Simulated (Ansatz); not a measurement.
H2O on a (100) slab of ZnO (P6_3mc (No. 186)), 6 planes, outer planes ZnO (top) and ZnO (bottom), its top face closed with OH (H on the anions), its bottom face bare, 1 a cell of 34.2 Å², relaxed and still whole (its atoms last):

```xyz
33
Lattice="6.5095 0.0000 0.0000 0.0000 5.2564 0.0000 0.0000 0.0000 26.7881" Properties=species:S:1:pos:R:3 pbc="T T T"
Zn    3.2547    5.2479    8.0000
Zn    0.0000    5.2479    8.0000
O     3.2547    3.2564    8.0000
O     0.0000    3.2564    8.0000
Zn    4.8821    2.6197    8.9396
Zn    1.6274    2.6197    8.9396
O     4.8821    0.6282    8.9396
O     1.6274    0.6282    8.9396
Zn    4.8821    5.2479   10.8187
Zn    1.6274    5.2479   10.8187
O     4.8821    3.2564   10.8187
O     1.6274    3.2564   10.8187
Zn    0.0000    2.6197   11.7583
Zn    3.2547    2.6197   11.7583
O     0.0000    0.6282   11.7583
O     3.2547    0.6282   11.7583
Zn   -0.0044    5.2153   13.6036
Zn    3.2746    5.2175   13.6235
O    -0.0101    3.2412   13.6154
O     3.2531    3.2355   13.6622
Zn    1.6148    2.7031   14.6940
Zn    4.8941    2.6733   14.7159
O     1.6338    0.6810   14.5771
O     4.8897    0.6669   14.5985
O     1.4187    3.9441   16.1770
O     5.1419    3.9782   16.1249
H     0.4532    3.9437   16.4060
H     4.5175    3.9062   16.8999
H     1.5774    0.0255   15.3899
H     4.9533   -0.0549   15.4159
O     3.2629   -1.3629   18.0657
H     3.1896   -2.1615   18.6096
H     2.4714   -1.3813   17.4435
```

Method: DFT PBE+D3(BJ), scalar-relativistic, plane waves, PAW (Ansatz). Cutoff 420 eV; k points 3×3×1 on the computed 33-atom cell (Γ-centred); Gaussian smearing, width 0.05 eV; no spin polarisation. A dipole correction removes the field between periodic images along c.

It binds with 0.69 eV a molecule against the clean slab and the free molecule (no zero-point or thermal terms); its shortest contact is H–O 1.65 Å. Take first-order desorption with no barrier to adsorption, no reaction on the face and an assumed prefactor of 10^13 s⁻¹.

**Question.** How long does a molecule stay at 473 K?

**Answer.** τ = ν⁻¹·exp(E/k_BT) with k_BT = 0.0408 eV: E/k_BT = 16.9, so τ ≈ 2×10^-6 s. At about one hit a site a second (10⁻⁶ mbar) the coverage is near τ × 1 s⁻¹, so a layer needs roughly 4×10^-1 mbar.

**Question.** Where does its peak lie in a desorption experiment heated at 1 K/s?

**Answer.** The peak obeys E/(k_B·T_p²) = (ν/β)·exp(−E/k_BT_p). Solving gives T_p ≈ 250 K (E/k_BT_p = 32.0). An error of 0.1 eV in E moves it by about 36 K, and larger molecules have larger prefactors, which lowers it.

**Question.** Is this physisorption or chemisorption?

**Answer.** The tightest contact, H–O 1.65 Å, is 1.70 times the sum of covalent radii, and deformation and lateral interaction add up to +0.11 eV; under 0.01 e cross the plane between them. This is physisorption.

The molecule may also break up before it leaves, which wasn't tried.